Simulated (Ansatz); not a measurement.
Crystal: Ru.

```
Ru
1.0
     2.70580    0.00000    0.00000
    -1.35290    2.34329    0.00000
     0.00000    0.00000    4.28190
Ru
2
Direct
  0.66667 0.33333 0.75000
  0.33333 0.66667 0.25000
```

Base run:

| Quantity | Value |
| --- | --- |
| Program | Ansatz 0.2.0 |
| Functional | PBE |
| Potentials or basis | Ansatz PAW |
| Cutoff | 500 eV |
| Density cutoff | 2000 eV |
| k mesh | 11 × 11 × 6 |
| Occupations | fermi-dirac, width 0.05 eV |
| Spin | no spin polarisation |

Its results: band gap on the k mesh none (metal or under the smearing width); pressure 4.5 GPa.

The run is repeated on the same cell with these changes: functional from PBE to rPW86-PBE; cutoff from 500 eV to 420 eV (not typed: the program's choice for these potentials). What comes out?

Band gap on the k mesh none (metal or under the smearing width); pressure 19.2 GPa.

Caveats: so large a pressure means that the cell lies far from this level's equilibrium, or that cutoff or potentials fall short (some runs); the PAW data sets come from PBE, with cores solved anew for the run's functional, which leaves a small shift of forces and pressure (some runs).
